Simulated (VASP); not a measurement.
# Bi (Im-3m) in VASP: notebook, part 2 of 2

VASP 6.6.1. Earlier steps stand in the parts before.

### Step 3. Single point, PBE

This run uses another cell than the first one, of 31.66 Å³/atom, 0.973 times its volume.

The input, INCAR:

```
PREC = Accurate
ENCUT = 520
EDIFF = 1E-7
ISMEAR = 0
SIGMA = 0.05
LREAL = False
LASPH = True
NELM = 80
ALGO = Normal
ISIF = 2
LWAVE = False
LCHARG = True
GGA = PE
LELF = True
LVHAR = True
NBANDS = 14
```

The input, KPOINTS:

```
Automatic mesh
0
Gamma
  6 6 6
```

The input, POSCAR:

```
Bi
1.0
   -1.9929196983      1.9929196983      1.9929196983
    1.9929196983     -1.9929196983      1.9929196983
    1.9929196983      1.9929196983     -1.9929196983
Bi
1
Direct
    0.0000000000      0.0000000000      0.0000000000
```

Potentials or basis: VASP PAW PBE potentials, release 64 (Bi_d).

Run with:

```
$ cat potpaw_PBE.64/Bi_d/POTCAR > POTCAR
$ mpirun -np 1 vasp_std > vasp.out
```

OUTCAR:

```text
PREC = Accurate
   ENCUT = 520
   EDIFF = 1E-7
   ISMEAR = 0
   LREAL = False
   LASPH = True
   NELM = 80
   ISIF = 2
   GGA = PE

 ion  position               nearest neighbor table
   1  0.000  0.000  0.000-

  LATTYP: Found a body centered cubic cell.
 ALAT       =     3.9858393966

  Lattice vectors:

 A1 = (  -1.9929196983,   1.9929196983,   1.9929196983)
 A2 = (   1.9929196983,  -1.9929196983,   1.9929196983)
 A3 = (   1.9929196983,   1.9929196983,  -1.9929196983)

Analysis of symmetry for initial positions (statically):
=====================================================================
 Subroutine PRICEL returns:
 Original cell was already a primitive cell.

 Routine SETGRP: Setting up the symmetry group for a
 body centered cubic supercell.

 Subroutine GETGRP returns: Found 48 space group operations
 (whereof 48 operations were pure point group operations)
 out of a pool of 48 trial point group operations.

The static configuration has the point symmetry O_h .

Analysis of symmetry for dynamics (positions and initial velocities):
=====================================================================
 Subroutine PRICEL returns:
 Original cell was already a primitive cell.

 Routine SETGRP: Setting up the symmetry group for a
 body centered cubic supercell.

 Subroutine GETGRP returns: Found 48 space group operations
 (whereof 48 operations were pure point group operations)
 out of a pool of 48 trial point group operations.

The dynamic configuration has the point symmetry O_h .

 Subroutine INISYM returns: Found 48 space group operations
 (whereof 48 operations are pure point group operations),
 and found     1 'primitive' translations

----------------------------------------------------------------------------------------

                                     Primitive cell

  volume of cell :      31.6613

  direct lattice vectors                    reciprocal lattice vectors
    -1.992919698  1.992919698  1.992919698     0.000000000  0.250888182  0.250888182
     1.992919698 -1.992919698  1.992919698     0.250888182  0.000000000  0.250888182
     1.992919698  1.992919698 -1.992919698     0.250888182  0.250888182  0.000000000

  length of vectors
     3.451838173  3.451838173  3.451838173     0.354809470  0.354809470  0.354809470

  position of ions in fractional coordinates (direct lattice)
     0.000000000  0.000000000  0.000000000

  ion indices of the primitive-cell ions
   primitive index   ion index
                 1           1

----------------------------------------------------------------------------------------

 KPOINTS: Automatic mesh

Automatic generation of k-mesh.
 Grid dimensions read from file:
 generate k-points for:    6    6    6

 Generating k-lattice:

  Cartesian coordinates                     Fractional coordinates (reciprocal lattice)
     0.000000000  0.041814697  0.041814697     0.166666667  0.000000000  0.000000000
     0.041814697  0.000000000  0.041814697     0.000000000  0.166666667  0.000000000
     0.041814697  0.041814697  0.000000000     0.000000000  0.000000000  0.166666667

  Length of vectors
     0.059134912  0.059134912  0.059134912

  Shift w.r.t. Gamma in fractional coordinates (k-lattice)
     0.000000000  0.000000000  0.000000000

 Subroutine IBZKPT returns following result:
 ===========================================

 Found     16 irreducible k-points:

 Following reciprocal coordinates:
            Coordinates               Weight
  0.000000  0.000000  0.000000      1.000000
  0.166667  0.000000  0.000000     12.000000
  0.333333  0.000000  0.000000     12.000000
  0.500000  0.000000  0.000000      6.000000
  0.166667  0.166667  0.000000     24.000000
  0.333333  0.166667  0.000000     48.000000
[... 8 lines left out ...]
  0.500000  0.500000  0.333333     12.000000
  0.500000  0.500000  0.500000      1.000000
   k-points           NKPTS =     16   k-points in BZ     NKDIM =     16   number of bands    NBANDS=     14
   number of dos      NEDOS =    301   number of ions     NIONS =      1
   total plane-waves  NPLWV =  21952
   dimension x,y,z NGX =    28 NGY =   28 NGZ =   28
   dimension x,y,z NGXF=    56 NGYF=   56 NGZF=   56
   ions per type =               1
   NGX,Y,Z   is equivalent  to a cutoff of  13.49, 13.49, 13.49 a.u.
   NGXF,Y,Z  is equivalent  to a cutoff of  26.97, 26.97, 26.97 a.u.
 SYSTEM =  unknown system
   PREC   = accura    normal or accurate (medium, high low for compatibility)
   ISTART =      0    job   : 0-new  1-cont  2-samecut
   ICHARG =      2    charge: 1-file 2-atom 10-const
   ISPIN  =      1    spin polarized calculation?
   LNONCOLLINEAR =      F non collinear calculations
   LSORBIT =      F    spin-orbit coupling
   LASPH  =      T    aspherical Exc in radial PAW
   ENCUT  =  520.0 eV  38.22 Ry    6.18 a.u.   6.42  6.42  6.42*2*pi/ulx,y,z
   NELM   =     80;   NELMIN=  2; NELMDL= -5     # of ELM steps
   EDIFF  = 0.1E-06   stopping-criterion for ELM
   LREAL  =      F    real-space projection
   EDIFFG = 0.1E-05   stopping-criterion for IOM
   NSW    =      0    number of steps for IOM
   IBRION =     -1    ionic relax: 0-MD 1-quasi-New 2-CG
   NFREE  =      0    steps in history (QN), initial steepest desc. (CG)
   ISIF   =      2    stress and relaxation
   ISYM   =      2    0-nonsym 1-usesym 2-fastsym
   POTIM  = 0.5000    time-step for ionic-motion
   TEBEG  =    0.0;   TEEND  =   0.0 temperature during run
   PSTRESS=    0.0 pullay stress
   NELECT =      15.0000    total number of electrons
   NUPDOWN=      -1.0000    fix difference up-down
   EMIN   =  10.00;   EMAX   =-10.00  energy-range for DOS
   EFERMI =   0.00;   METHOD = LEGACY
   ISMEAR =     0;   SIGMA  =   0.05  broadening in eV -4-tet -1-fermi 0-gaus
   EFERMI_NEDOS =   21; number of points for ismear=-14 and -15
   IALGO  =     38    algorithm
   IMIX   =      4    mixing-type and parameters
     AMIX     =   0.40;   BMIX     =  1.00
     AMIX_MAG =   1.60;   BMIX_MAG =  1.00
  volume/ion in A,a.u.               =      31.66       213.66
  Fermi-wavevector in a.u.,A,eV,Ry     =   1.276230  2.411724 22.160650  1.628762
  Thomas-Fermi vector in A             =   2.408897
   LORBIT       =      0    0 simple, 1 ext, 2 COOP (PROOUT), +10 PAW based schemes
   GGA     = PE    functional components
   LHFCALC =     F    Hartree Fock is set to
   AEXX    =    0.0000 exact exchange contribution
   IVDW    =     0    specifies the selected vdW correction
   LEPSILON=     F    determine dielectric tensor
   LRPA    =     F    only Hartree local field effects (RPA)
 non-spin polarized calculation
 Gauss-broadening in eV      SIGMA  =   0.05
  energy-cutoff  :      520.00
  volume of cell :       31.66
 maximum number of plane-waves:       887
 NGX is ok and might be reduce to    28
   NGX = 13   NGY = 13   NGZ = 13

 number of electron      14.9999999 magnetization

 Free energy of the ion-electron system (eV)
  ---------------------------------------------------
  ext. energy  EPLUGINS =         0.00000000
  ---------------------------------------------------
  free energy    TOTEN  =        -3.73359124 eV

  energy without entropy =       -3.72748650  energy(sigma->0) =       -3.73053887

 E-fermi :   7.3798     XC(G=0): -10.2086

 val. band max:        7.3695981211   @ k =   0.3333   0.1667   0.1667
 cond. band min:       7.8499389748   @ k =   0.1667   0.1667   0.1667
 fundamental gap:      0.4803408537
 Fermi energy:         7.3797608839

 k-point     1 :       0.0000    0.0000    0.0000
  band No.  band energies     occupation
      1     -15.3153      2.00000
      2     -15.3153      2.00000
      3     -15.3153      2.00000
      4     -15.1944      2.00000
      5     -15.1944      2.00000
      6      -5.6956      2.00000
      7      12.7024      0.00000
      8      12.7024      0.00000
      9      12.7024      0.00000
     10      16.6166      0.00000
     11      18.1766      0.00000
     12      18.1766      0.00000
     13      18.1766      0.00000
     14      19.2760      0.00000
[... 239 lines left out ...]
 k-point    16 :       0.5000    0.5000    0.5000
  band No.  band energies     occupation
      1     -15.3248      2.00000
      2     -15.3248      2.00000
      3     -15.1338      2.00000
      4     -15.1338      2.00000
      5     -15.1338      2.00000
      6      -0.7109      2.00000
      7       5.9407      2.00000
      8       5.9407      2.00000
      9       5.9407      2.00000
     10      11.2536      0.00000
     11      11.2536      0.00000
     12      23.0030      0.00000
     13      25.1702      0.00000
     14      25.1702      0.00000

------------------------ aborting loop because EDIFF is reached ----------------------------------------

  FORCE on cell =-STRESS in cart. coord.  units (eV):
  Direction    XX          YY          ZZ          XY          YZ          ZX
  --------------------------------------------------------------------------------------
  -------------------------------------------------------------------------------------
  Total        0.0086595      0.0086595      0.0086595      0.0000000      0.0000000     -0.0000000
  in kB        0.4382032      0.4382032      0.4382032      0.0000000      0.0000000     -0.0000000
  external PRESSURE =       0.4382032 kB  Pullay stress =       0.0000000 kB

 VOLUME and BASIS-vectors are now :
 -----------------------------------------------------------------------------
  energy-cutoff  :      520.00
  volume of cell :       31.66
      direct lattice vectors                 reciprocal lattice vectors
    -1.992919698  1.992919698  1.992919698     0.000000000  0.250888182  0.250888182
     1.992919698 -1.992919698  1.992919698     0.250888182  0.000000000  0.250888182
     1.992919698  1.992919698 -1.992919698     0.250888182  0.250888182  0.000000000

 POSITION                                       TOTAL-FORCE (eV/Angst)
 -----------------------------------------------------------------------------------
      0.00000      0.00000      0.00000        -0.000000      0.000000      0.000000
 -----------------------------------------------------------------------------------
    total drift:                               -0.000000     -0.000000     -0.000000

  FREE ENERGIE OF THE ION-ELECTRON SYSTEM (eV)
  ---------------------------------------------------
  free  energy   TOTEN  =        -3.7335912354 eV

  energy  without entropy=       -3.7274865016  energy(sigma->0) =       -3.73053887
```

OSZICAR:

```text
N       E                     dE             d eps       ncg     rms          rms(c)
DAV:   1     0.114675746536E+03    0.11468E+03   -0.77503E+03   454   0.123E+03
DAV:   2     0.333003276515E+01   -0.11135E+03   -0.10696E+03   502   0.344E+02
DAV:   3    -0.355435564332E+01   -0.68844E+01   -0.68711E+01   558   0.800E+01
DAV:   4    -0.372994872930E+01   -0.17559E+00   -0.17548E+00   570   0.134E+01
DAV:   5    -0.373639051429E+01   -0.64418E-02   -0.64417E-02   636   0.232E+00    0.452E-01
DAV:   6    -0.373352975728E+01    0.28608E-02   -0.77671E-03   616   0.118E+00    0.274E-01
DAV:   7    -0.373349889312E+01    0.30864E-04   -0.48652E-03   592   0.934E-01    0.824E-02
DAV:   8    -0.373359039676E+01   -0.91504E-04   -0.49308E-04   594   0.313E-01    0.931E-03
DAV:   9    -0.373359137146E+01   -0.97470E-06   -0.11220E-05   640   0.410E-02    0.391E-03
DAV:  10    -0.373359112141E+01    0.25005E-06   -0.95825E-07   568   0.937E-03    0.518E-04
DAV:  11    -0.373359122171E+01   -0.10030E-06   -0.60506E-08   428   0.344E-03    0.985E-05
DAV:  12    -0.373359123538E+01   -0.13672E-07   -0.93838E-09   368   0.145E-03
   1 F= -.37335912E+01 E0= -.37305389E+01  d E =-.610473E-02
```

Run time: 8.1 s. Hardware: 1 thread of Intel Xeon Platinum 8488C (Sapphire Rapids), shared host; peak memory 0.15 GiB.

Results:

```
Free energy            : -3.7336 eV
Pressure               : 0.0 GPa
Band gap on the k mesh : none (metal or under the smearing width)
```

Caveat: the k mesh is coarse (spacing up to 0.37 Å⁻¹), so the values aren't converged; spin-orbit coupling is left out, which moves the levels of the heavy elements.
